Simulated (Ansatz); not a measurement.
# Residual resistivity of an alloy: Ru(0001) with 2 layers of random Ru-Mo, 2x2, part 2 of 2

Wanted: resistance against the alloy's length, first Ru(0001) with 2 layers of random Ru-Mo, 2x2.

Ansatz 0.2.0; Ansatz plane-wave DFT, PBE, PAW files; ballistic transport by layer matching (Landauer), zero bias; PAW set soft_1.

So far. Step 3 (With 6 alloy layers): Over the solved energies the transmission per spin lies between 3.17 and 3.28, out of 5.46 channels of the lead on average (up to 5.94).

### 4. With 10 alloy layers

In 10 layers a share of 0.25 of the sites is given to Mo at random. A fresh draw is used; the growth of the resistance with length is what counts.

System of this step: Ru(0001) with 10 layers of random Ru-Mo, 2x2. The cell holds 80 atoms: 70 Ru and 10 Mo. Its edges and angles: a = 5.412 Å, b = 5.412 Å, c = 42.819 Å, α = 90.0°, β = 90.0°, γ = 120.0°. It derives from Ru. Regions: lead, 40 atoms (40 Ru); scattering region, 40 atoms (30 Ru and 10 Mo). The structure is stacked along c, and the current runs across the ab planes.

The input, input.yaml:

```yaml
crystal:
  lattice:
    - [5.4116, 0.0, 0.0]
    - [-2.7058, 4.6865830751, 0.0]
    - [0.0, 0.0, 42.819]
  atoms:
    - { symbol: Ru, position: [0.1666666667, 0.3333333333, 0.025] }
    - { symbol: Ru, position: [0.1666666667, 0.8333333333, 0.025] }
    - { symbol: Ru, position: [0.6666666667, 0.3333333333, 0.025] }
    - { symbol: Ru, position: [0.6666666667, 0.8333333333, 0.025] }
    - { symbol: Ru, position: [0.3333333333, 0.1666666667, 0.075] }
    - { symbol: Ru, position: [0.3333333333, 0.6666666667, 0.075] }
    - { symbol: Ru, position: [0.8333333333, 0.1666666667, 0.075] }
    - { symbol: Ru, position: [0.8333333333, 0.6666666667, 0.075] }
    - { symbol: Ru, position: [0.1666666667, 0.3333333333, 0.125] }
    - { symbol: Ru, position: [0.1666666667, 0.8333333333, 0.125] }
    - { symbol: Ru, position: [0.6666666667, 0.3333333333, 0.125] }
    - { symbol: Ru, position: [0.6666666667, 0.8333333333, 0.125] }
    - { symbol: Ru, position: [0.3333333333, 0.1666666667, 0.175] }
    - { symbol: Ru, position: [0.3333333333, 0.6666666667, 0.175] }
    - { symbol: Ru, position: [0.8333333333, 0.1666666667, 0.175] }
    - { symbol: Ru, position: [0.8333333333, 0.6666666667, 0.175] }
    - { symbol: Ru, position: [0.1666666667, 0.3333333333, 0.225] }
    - { symbol: Ru, position: [0.1666666667, 0.8333333333, 0.225] }
    - { symbol: Ru, position: [0.6666666667, 0.3333333333, 0.225] }
    - { symbol: Ru, position: [0.6666666667, 0.8333333333, 0.225] }
    - { symbol: Ru, position: [0.3333333333, 0.1666666667, 0.275] }
    - { symbol: Ru, position: [0.3333333333, 0.6666666667, 0.275] }
    - { symbol: Ru, position: [0.8333333333, 0.1666666667, 0.275] }
    - { symbol: Ru, position: [0.8333333333, 0.6666666667, 0.275] }
    - { symbol: Ru, position: [0.1666666667, 0.3333333333, 0.325] }
    - { symbol: Ru, position: [0.1666666667, 0.8333333333, 0.325] }
    - { symbol: Mo, position: [0.6666666667, 0.3333333333, 0.325] }
    - { symbol: Ru, position: [0.6666666667, 0.8333333333, 0.325] }
    - { symbol: Mo, position: [0.3333333333, 0.1666666667, 0.375] }
    - { symbol: Ru, position: [0.3333333333, 0.6666666667, 0.375] }
    - { symbol: Ru, position: [0.8333333333, 0.1666666667, 0.375] }
    - { symbol: Ru, position: [0.8333333333, 0.6666666667, 0.375] }
    - { symbol: Ru, position: [0.1666666667, 0.3333333333, 0.425] }
    - { symbol: Mo, position: [0.1666666667, 0.8333333333, 0.425] }
    - { symbol: Ru, position: [0.6666666667, 0.3333333333, 0.425] }
    - { symbol: Ru, position: [0.6666666667, 0.8333333333, 0.425] }
    - { symbol: Ru, position: [0.3333333333, 0.1666666667, 0.475] }
    - { symbol: Ru, position: [0.3333333333, 0.6666666667, 0.475] }
    - { symbol: Mo, position: [0.8333333333, 0.1666666667, 0.475] }
    - { symbol: Mo, position: [0.8333333333, 0.6666666667, 0.475] }
    - { symbol: Ru, position: [0.1666666667, 0.3333333333, 0.525] }
    - { symbol: Ru, position: [0.1666666667, 0.8333333333, 0.525] }
    - { symbol: Mo, position: [0.6666666667, 0.3333333333, 0.525] }
    - { symbol: Ru, position: [0.6666666667, 0.8333333333, 0.525] }
    - { symbol: Ru, position: [0.3333333333, 0.1666666667, 0.575] }
    - { symbol: Ru, position: [0.3333333333, 0.6666666667, 0.575] }
    - { symbol: Ru, position: [0.8333333333, 0.1666666667, 0.575] }
    - { symbol: Ru, position: [0.8333333333, 0.6666666667, 0.575] }
    - { symbol: Ru, position: [0.1666666667, 0.3333333333, 0.625] }
    - { symbol: Ru, position: [0.1666666667, 0.8333333333, 0.625] }
    - { symbol: Mo, position: [0.6666666667, 0.3333333333, 0.625] }
    - { symbol: Ru, position: [0.6666666667, 0.8333333333, 0.625] }
    - { symbol: Mo, position: [0.3333333333, 0.1666666667, 0.675] }
    - { symbol: Ru, position: [0.3333333333, 0.6666666667, 0.675] }
    - { symbol: Mo, position: [0.8333333333, 0.1666666667, 0.675] }
    - { symbol: Ru, position: [0.8333333333, 0.6666666667, 0.675] }
    - { symbol: Ru, position: [0.1666666667, 0.3333333333, 0.725] }
    - { symbol: Ru, position: [0.1666666667, 0.8333333333, 0.725] }
    - { symbol: Ru, position: [0.6666666667, 0.3333333333, 0.725] }
    - { symbol: Mo, position: [0.6666666667, 0.8333333333, 0.725] }
    - { symbol: Ru, position: [0.3333333333, 0.1666666667, 0.775] }
    - { symbol: Ru, position: [0.3333333333, 0.6666666667, 0.775] }
    - { symbol: Ru, position: [0.8333333333, 0.1666666667, 0.775] }
    - { symbol: Ru, position: [0.8333333333, 0.6666666667, 0.775] }
    - { symbol: Ru, position: [0.1666666667, 0.3333333333, 0.825] }
    - { symbol: Ru, position: [0.1666666667, 0.8333333333, 0.825] }
    - { symbol: Ru, position: [0.6666666667, 0.3333333333, 0.825] }
    - { symbol: Ru, position: [0.6666666667, 0.8333333333, 0.825] }
    - { symbol: Ru, position: [0.3333333333, 0.1666666667, 0.875] }
    - { symbol: Ru, position: [0.3333333333, 0.6666666667, 0.875] }
    - { symbol: Ru, position: [0.8333333333, 0.1666666667, 0.875] }
    - { symbol: Ru, position: [0.8333333333, 0.6666666667, 0.875] }
    - { symbol: Ru, position: [0.1666666667, 0.3333333333, 0.925] }
    - { symbol: Ru, position: [0.1666666667, 0.8333333333, 0.925] }
    - { symbol: Ru, position: [0.6666666667, 0.3333333333, 0.925] }
    - { symbol: Ru, position: [0.6666666667, 0.8333333333, 0.925] }
    - { symbol: Ru, position: [0.3333333333, 0.1666666667, 0.975] }
    - { symbol: Ru, position: [0.3333333333, 0.6666666667, 0.975] }
    - { symbol: Ru, position: [0.8333333333, 0.1666666667, 0.975] }
    - { symbol: Ru, position: [0.8333333333, 0.6666666667, 0.975] }
kpoints:
  mp_grid: { grid: [5, 5, 1] }
hamiltonian:
  xc: pbe
  pseudopotentials: { kind: paw, azcp: { folder: soft_1 } }
scf:
  occupations: { method: fermi_dirac, width: 0.1 }
output:
  transmission:
    leads: [[0, 8]]
    kmesh: [10, 10]
    e_range: [-0.05, 0.05]
    de: 0.05
  write_potential: true
  write_density: true
  volumetric_format: npy
```

Launch:

```console
> ansatz run input.yaml --threads 4 --pin off --max-ram 15360MiB --backend cpu --events-out ev --progress --plain --runs-dir out
```

Numbers of over 12 decimals in the logs are rounded to 6 here.

Log:

```text
[...]
Crystal: 80 atoms, lattice volume = 1085.972 Å³
Basis set: ecut = 420 eV, 21185 PW (Γ)
Bands: 756, of which v1, the nominal top of the filled ones, is band 630 counted from 1 (629 counted from 0)
Symmetry: 1 space group operations
[...]
k-points: 13 of 25 (time reversal used)
[...]
SCF iter   1: F=—  HF=-461124.199055 eV  |F-HF|=—  |Δ(HF+E_count)|=         —  Δρ=1.26e-1  dr2=1.26e3  ethr=3.10e-3  ⟨swp⟩=5.0  Hψ=30942  notcnv=0
[...]
SCF iter  10: F=-461071.924781 eV  HF=-461071.924781 eV  |F-HF|=1.64e-8  |Δ(HF+E_count)|=   1.38e-8  Δρ=5.25e-7  dr2=1.75e-8  ethr=7.94e-12  ⟨swp⟩=7.4  Hψ=30100  notcnv=0
SCF 1 converged in 10 iterations: F = -461071.924781 eV  dr2 = 1.75e-8
[...]
transmission: 417 of 4160 steps passed
transmission: 832 of 4160 steps passed
[...]
transmission: 4160 of 4160 steps passed
SCF converged after 10 iterations
Free energy (F): -461071.924781 eV
[...]
Internal energy: -461069.573921 eV  (E = F + TS)
E sigma→0 (E₀):  -461070.749351 eV
Entropy (-TS):   -2.350860 eV (-29.386 meV/atom)
Fermi energy:    23.443020 eV
[...]
--- Band table (eV; the first three rows and the last of 13) ---
  k-point 0: bands = [... 626 lower, 24.2474, 24.2589, 24.2822, 24.2865, 24.2929, 24.3395, 24.4795, 24.4865, ... 122 higher]
  k-point 1: bands = [... 626 lower, 23.7673, 23.7899, 23.8162, 23.8184, 23.8492, 23.9297, 23.9479, 23.9691, ... 122 higher]
  k-point 2: bands = [... 626 lower, 23.0892, 23.1635, 23.1906, 23.2021, 23.2192, 23.2444, 23.2816, 23.3053, ... 122 higher]
  k-point 12: bands = [... 626 lower, 23.2600, 23.2702, 23.3160, 23.3464, 23.3788, 23.4263, 23.4371, 23.4428, ... 122 higher]
--- Transmission ---
  basis      : 223 plane waves across, 80 finite elements along
  points     : 52, standing for a mesh of 10 x 10
[...]
channels       : 5.280000e0 a spin
[...]
junction   : crystal 0 to crystal 0, 1.44 to 39.98 Å
    transmission   : 2.849633e0 a spin
[...]
```

Elapsed: 26 min, on 4 threads of Arm Neoverse V1, shared host; peak memory 8.4 GiB.

Numbers from this step:

- free energy: -461071.9248 eV
- energy at zero smearing: -461070.7494 eV
- Fermi energy: 23.44 eV
- transmission per spin nearest the Fermi level: 2.850
- step of the lead's potential: 8.3 meV

Per spin. Table of transmission, zone mean by energy, zero at the Fermi level:

```
energy (eV)  transmission, zone mean
    -0.0500                     2.78
     0.0000                     2.85
     0.0500                     2.82
```

Over the solved energies the transmission per spin lies between 2.78 and 2.85, out of 5.48 channels of the lead on average (up to 6).

### 5. Resistance against length

This step: Ansatz plane-wave DFT, PBE, PAW files; ballistic transport by layer matching (Landauer), zero bias; residual resistivity from the slope of the area resistance, atoms on the host's lattice; PAW set soft_1 (Ansatz 0.2.0).

This step gave:

```yaml
resistivity: 22.74 µΩ cm
intercept: 0.09391 fΩ m²
scatter_about_the_fit: 0.02320 fΩ m²
```

Resistance, by row:

```
run  length (Å)      T  channels N  RA (fΩ m²)
 n2       4.282  4.215        5.44      0.1749
 n6       12.85  3.214        5.46      0.4188
n10       21.41  2.818        5.48      0.5644
```

The area resistance by length of the alloy:

```csv
length of the alloy (Å),area resistance (fΩ m²)
4.28,0.175
12.85,0.419
21.41,0.564
```

The area resistance goes from 0.17 to 0.56 fΩ m² between 4.3 and 21.4 Å, a slope of 23 µΩ cm.

By hand from the end points: (0.5644 − 0.1749) fΩ m² / (21.41 − 4.28) Å = 23 µΩ cm, since 1 fΩ m² per Å is 1000 µΩ cm.

### 6. What came out

```yaml
resistivity_from_the_slope: 22.7 µΩ cm
area_resistance_over_4p28_a: 0.175 fΩ m²
area_resistance_over_12p8_a: 0.419 fΩ m²
area_resistance_over_21p4_a: 0.564 fΩ m²
```

In words: The slope gives 23 µΩ cm. The points scatter by 0.023 fΩ m² about the line, with one random draw a length in a 2x2 cell, so the slope is a rough value. Read with a model of isotropic scattering on a spherical Fermi surface and the lead's 1.7×10¹⁵ S/m², this slope means a mean free path near 21 Å; over these lengths the model's slope is 1.05 times its bulk resistivity, which would be 22 µΩ cm. The draw over the shortest length came out nearly ordered, with 8 symmetry operations, so that point is a poor sample of a random alloy. The atoms sit on the host's lattice, so scattering by size misfit is left out.

[Logs are printed without paths, hosts, clocks, repeated set-up lines and the standing remarks that a program may print on its own settings, such as how far it seeks lower states.]

[Hosts, paths, dates, database ids (printed as entryN), source tags and the programs' standing remarks are cut or masked in the printed files.]
